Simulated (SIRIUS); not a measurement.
Runs of SIRIUS 7.12.0 on AlFe. Symmetry: Pm-3m, No. 221, cubic system. Conventional cell: a = 2.910 Å, b = 2.910 Å, c = 2.910 Å, α = 90.00°, β = 90.00°, γ = 90.00°. Around Fe (site symmetry m-3m) lie 8 Al at 2.52 Å. Around Al (site symmetry m-3m) lie 8 Fe at 2.52 Å. 

| task | level | potentials or basis | spin | k mesh | cutoff (eV) | muffin tin radii | basis cutoff (gk_cutoff) | valence relativity | local orbitals (radial functions) | smallest sphere radius times basis cutoff | moment (μB) | V0 of scaled cells (Å³/atom) | B0 (GPa) |
| --- | --- | --- | --- | --- | --- | --- | --- | --- | --- | --- | --- | --- | --- |
| equation of state | RPBE | all-electron FP-LAPW, apw+lo standard | collinear, ferromagnetic start | 9 × 9 × 9 | 192 | Al 2.24, Fe 2.34 bohr | 3.76 1/bohr | iora | Al 12, Fe 13 | 8.42 | - | 12.14 | 166 |
| equation of state | PBE | all-electron FP-LAPW, apw+lo standard | collinear, ferromagnetic start | 7 × 7 × 7 | 192 | Al 2.24, Fe 2.34 bohr | 3.76 1/bohr | iora | - | - | - | (b) | 176 |
| band structure | PBE | all-electron FP-LAPW (no relativity for the valence, core without relativity), apw+lo standard | collinear, ferromagnetic start | 9 × 9 × 9 | 184 | Al 2.29, Fe 2.39 bohr | 3.68 1/bohr | none | Al 12, Fe 13 | 8.43 | (a) | - | - |
| band structure | PBE | all-electron FP-LAPW, apw+lo standard | non-collinear, ferromagnetic start, SOC | 9 × 9 × 9 | 184 | Al 2.29, Fe 2.39 bohr | 3.68 1/bohr | iora | Al 12, Fe 13 | 8.43 | 0.66 | - | - |
| equation of state | BLYP | all-electron FP-LAPW, apw+lo standard | collinear, ferromagnetic start | 9 × 9 × 9 | 192 | Al 2.24, Fe 2.34 bohr | 3.76 1/bohr | iora | Al 12, Fe 13 | 8.42 | - | (c) | 162 |

Alike in all rows: cell as given; smearing fermi-dirac 0.05 eV.

Estimate the missing entries.

(a) 0.64; (b) 11.86; (c) 12.16.

Caveats: relativity is left out for the core states (some runs); spin-orbit coupling enters by second variation, whose total energy isn't converged in the number of states and isn't listed, and the forces lack its term (some runs).

Not every run made on this cell is shown here.
